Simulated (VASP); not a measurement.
Set up this calculation in VASP 6.6.1, as the native input.

| Item | Value |
| --- | --- |
| Task | single point |
| Functional | HSE06 |
| Potentials or basis | VASP PAW PBE potentials, release 64 (K_sv, Br) |
| Cutoff | 520 eV |
| k mesh | 4 × 4 × 4 |
| Occupations | gaussian, width 0.01 eV |
| Spin | no spin polarisation |
| Dipole correction | no |
| Exchange at q = 0 | truncated |
| Grid for exact exchange (PRECFOCK) | Normal |
| Screening parameter | 0.2079 1/A |
| Further INCAR settings | ALGO = Normal; EDIFF = 1e-06; NBANDS = 15 |

Crystal: KBr.

```
K Br
1.0
     3.87453    0.00000    0.00000
     0.00000    3.87453    0.00000
     0.00000    0.00000    4.00432
K Br
1 1
Direct
  0.00000 0.00000 0.00000
  0.50000 0.50000 0.50000
```

The cell was built by a generator and needn't be a form met in nature.

The cell isn't the ideal one: epitaxial_xy strain -2.6%.

These files were run (other wordings do the same):

POSCAR

```
KBr
1.0
    3.8745274383      0.0000000000      0.0000000000
    0.0000000000      3.8745274383      0.0000000000
    0.0000000000      0.0000000000      4.0043210533
K Br
1 1
Direct
    0.0000000000      0.0000000000      0.0000000000
    0.5000000000      0.5000000000      0.5000000000
```

INCAR.step1

```
SYSTEM = KBr
PREC = Accurate
ENCUT = 520
EDIFF = 1E-5
ISMEAR = 0
SIGMA = 0.01
LREAL = .FALSE.
LASPH = .TRUE.
NELM = 100
ALGO = Normal
ISIF = 2
LWAVE = .TRUE.
LCHARG = .FALSE.
GGA = PE
NBANDS = 15
```

INCAR.step2

```
SYSTEM = KBr
PREC = Accurate
ENCUT = 520
EDIFF = 1E-6
ISMEAR = 0
SIGMA = 0.01
LREAL = .FALSE.
LASPH = .TRUE.
NELM = 100
ALGO = Normal
ISIF = 2
LWAVE = .FALSE.
LCHARG = .FALSE.
GGA = PE
LHFCALC = .TRUE.
HFSCREEN = 0.2079
PRECFOCK = Normal
ISTART = 1
NBANDS = 15
```

KPOINTS

```
Automatic mesh
0
G
  4 4 4
  0 0 0
```

Potentials or basis: VASP PAW PBE potentials, release 64 (K_sv, Br).

Command:

```sh
$ cat potpaw_PBE.64/K_sv/POTCAR potpaw_PBE.64/Br/POTCAR > POTCAR
$ cp INCAR.step1 INCAR
$ mpirun -np 1 vasp_std > vasp.out
$ cp INCAR.step2 INCAR
$ mpirun -np 1 vasp_std > vasp.out
```

It gave:

```
Pressure               : 1.5 GPa
Band gap on the k mesh : 5.28 eV, indirect (least direct gap 5.58 eV)
```

Caveat: the PAW data sets were made with another functional, which shifts forces and pressure a little.

Run time: 3.9 min on 1 thread of Intel(R) Xeon(R) 6975P-C (Granite Rapids) (shared host), peak memory 0.29 GiB.
